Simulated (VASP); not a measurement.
# Ga (Cmce) in VASP: further runs, part 2 of 2

VASP 6.6.1.

### 4 Relaxation of cell and atoms, PBE+D3(BJ)

This run uses another cell than the first one, of 19.42 Å³/atom, 1.017 times its volume.

INCAR

```
SYSTEM = Ga
  PREC = Accurate
  ENCUT = 600
  EDIFF = 1E-7
  ISMEAR = 1
  SIGMA = 0.1
  LREAL = .False.
  LASPH = .True.
  NELM = 80
  ALGO = Normal
  ISIF = 3
  LWAVE = .False.
  LCHARG = .False.
  GGA = PE
  IVDW = 12
  IBRION = 2
  NSW = 90
  EDIFFG = -0.005
  KPAR = 2
```

KPOINTS

```
regular mesh
0
Gamma
  10 10 8
  0 0 0
```

POSCAR

```
Ga                                      
1.0
    2.2677997043     -3.8099449236      0.0000000000
    2.2677997043      3.8099449236     -0.0000000000
    0.0000000000      0.0000000000      4.4958042662
  Ga            
     4
Direct
     0.8441425498861959    0.1558574501138041    0.0838068848488624
     0.6558574501138041    0.3441425498861959    0.5838068848488622
     0.1558574501138041    0.8441425498861959    0.9161931151511378
     0.3441425498861959    0.6558574501138041    0.4161931151511377
```

Potentials or basis: VASP PAW PBE potentials, release 64 (Ga_d).

On the command line:

```bash
$ cat potpaw_PBE.64/Ga_d/POTCAR > POTCAR
$ mpirun -np 2 vasp_std > vasp.out
```

OUTCAR:

```text
SYSTEM = Ga
   PREC = Accurate
   ENCUT = 600
   EDIFF = 1E-7
   ISMEAR = 1
   LREAL = .False.
   LASPH = .True.
   NELM = 80
   ISIF = 3
   GGA = PE
   IVDW = 12
   IBRION = 2
   NSW = 90
   EDIFFG = -0.005
 IVDW          = 12

 ion  position               nearest neighbor table
   1  0.844  0.156  0.084-   3 2.49   2 2.67   2 2.67   4 2.72   4 2.72   3 2.79   3 2.79
   2  0.656  0.344  0.584-   4 2.49   1 2.67   1 2.67   3 2.72   3 2.72   4 2.79   4 2.79
   3  0.156  0.844  0.916-   1 2.49   4 2.67   4 2.67   2 2.72   2 2.72   1 2.79   1 2.79
   4  0.344  0.656  0.416-   2 2.49   3 2.67   3 2.67   1 2.72   1 2.72   2 2.79   2 2.79

  LATTYP: Found a base centered orthorhombic cell.
 ALAT       =     4.5355994086
 B/A-ratio  =     1.6800182646
 C/A-ratio  =     0.9912260456

  Lattice vectors:

 A1 = (   2.2677997043,  -3.8099449236,   0.0000000000)
 A2 = (   2.2677997043,   3.8099449236,   0.0000000000)
 A3 = (   0.0000000000,   0.0000000000,   4.4958042662)

Analysis of symmetry for initial positions (statically):
=====================================================================
 Subroutine PRICEL returns:
 Original cell was already a primitive cell.
[... 234 lines left out ...]
 cond. band min:       5.0222236145   @ k =   0.1000  -0.0000   0.3750
 fundamental gap:      0.0431293724
 Fermi energy:         5.0214312755

 k-point     1 :       0.0000    0.0000    0.0000
  band No.  band energies     occupation
      1     -10.0614      2.00000
      2     -10.0583      2.00000
      3     -10.0300      2.00000
      4     -10.0110      2.00000
      5      -9.9817      2.00000
      6      -9.9626      2.00000
[... 805 lines left out ...]
     30       7.4964      0.00000
     31       9.5731      0.00000

 [... further k-points ...]

------------------------ aborting loop because EDIFF is reached ----------------------------------------

 Edisp (eV)   -1.19329

 E8    (eV) :    -0.5618

  FORCE on cell =-STRESS in cart. coord.  units (eV):
  Direction    XX          YY          ZZ          XY          YZ          ZX
  --------------------------------------------------------------------------------------
  -------------------------------------------------------------------------------------
  Total       0.00389    -0.00072    -0.00191     0.00000     0.00000     0.00000
  in kB       0.08020    -0.01475    -0.03934     0.00000     0.00000     0.00000
  external pressure =        0.01 kB  Pullay stress =        0.00 kB

 VOLUME and BASIS-vectors are now :
 -----------------------------------------------------------------------------
  energy-cutoff  :      600.00
  volume of cell :       77.74
      direct lattice vectors                 reciprocal lattice vectors
     2.268186945 -3.811341396  0.000000000     0.220440383 -0.131187408  0.000000000
     2.268186945  3.811341396 -0.000000000     0.220440383  0.131187408 -0.000000000
     0.000000000  0.000000000  4.496055165     0.000000000  0.000000000  0.222417200

 POSITION                                       TOTAL-FORCE (eV/Angst)
 -----------------------------------------------------------------------------------
      2.26819     -2.62316      0.37685         0.000000     -0.001082     -0.000068
      2.26819     -1.18818      2.62488         0.000000      0.001082     -0.000068
      2.26819      2.62316      4.11920         0.000000      0.001082      0.000068
      2.26819      1.18818      1.87117         0.000000     -0.001082      0.000068
 -----------------------------------------------------------------------------------
    total drift:                               -0.000000      0.000000     -0.000000

  FREE ENERGIE OF THE ION-ELECTRON SYSTEM (eV)
  ---------------------------------------------------
  free  energy   TOTEN  =       -12.7862301791 eV

  energy  without entropy=      -12.7866727866  energy(sigma->0) =      -12.78637771

 reached required accuracy - stopping structural energy minimisation
```

OSZICAR:

```text
N       E                     dE             d eps       ncg     rms          rms(c)
DAV:   1     0.369067903492E+03    0.36907E+03   -0.28484E+04  9700   0.345E+03
[... 14 lines left out ...]
       N       E                     dE             d eps       ncg     rms          rms(c)
DAV:   1    -0.115931601832E+02   -0.95414E-03   -0.34133E-03 11535   0.742E-01    0.888E-02
DAV:   2    -0.115929939832E+02    0.16620E-03   -0.49394E-04 11689   0.313E-01    0.404E-02
DAV:   3    -0.115929492990E+02    0.44684E-04   -0.57946E-05 11754   0.959E-02    0.940E-03
DAV:   4    -0.115929444017E+02    0.48973E-05   -0.14821E-05 10366   0.412E-02    0.179E-03
DAV:   5    -0.115929444430E+02   -0.41311E-07   -0.16012E-06 11353   0.143E-02    0.651E-04
DAV:   6    -0.115929444004E+02    0.42604E-07   -0.38265E-07  8605   0.780E-03
   2 F= -.12786230E+02 E0= -.12786378E+02  d E =-.829754E-05
```

It took 7 min on 2 MPI ranks of AMD EPYC 7R43 (Zen 3), shared host; peak memory 0.42 GiB.

Results:

```
Free energy                            : -12.7862 eV
Relaxed volume                         : 19.43 Å³/atom
Relaxed cell                           : a = 4.435 Å, b = 4.435 Å, c = 4.496 Å, α = 90.00°, β = 90.00°, γ = 118.48°
Space group after relaxing (to 0.05 Å) : Cmce (No. 64)
Energy gained by relaxing              : 0.0 meV/atom
Ionic steps                            : 2
Pressure after relaxing                : 0.0 GPa
Band gap on the k mesh                 : none (metal or under the smearing width)
Dispersion energy per atom             : -0.298 eV
```

Final structure:
```
Ga
1.0
     2.26819   -3.81134    0.00000
     2.26819    3.81134    0.00000
     0.00000    0.00000    4.49606
Ga
4
Direct
  0.84413 0.15587 0.08382
  0.65587 0.34413 0.58382
  0.15587 0.84413 0.91618
  0.34413 0.65587 0.41618
```

Levels at points of the mesh, in eV from the Fermi level:
```
           k point  band 23  band 24  band 25  band 26  band 27  band 28  band 29  band 30
(0.00, 0.00, 0.00)    -3.61    -1.78    -1.70    -0.63     0.94     1.09     1.11     5.15
(0.50, 0.00, 0.00)    -3.36    -3.36    -1.25    -1.25     0.88     0.88     4.25     4.25
(0.50, 0.50, 0.00)    -4.16    -3.27    -1.56    -1.40     1.19     1.37     3.38     3.92
(0.00, 0.00, 0.50)    -0.15    -0.15     0.04     0.04     0.14     0.14     2.20     2.20
(0.50, 0.00, 0.50)    -6.19    -6.19    -1.44    -1.44     0.63     0.63     7.22     7.22
(0.50, 0.50, 0.50)    -5.27    -5.27    -1.23    -1.23    -0.95    -0.95     6.91     6.91
```

Caveat: pairwise dispersion overbinds metals, which lowers pressure and volume.
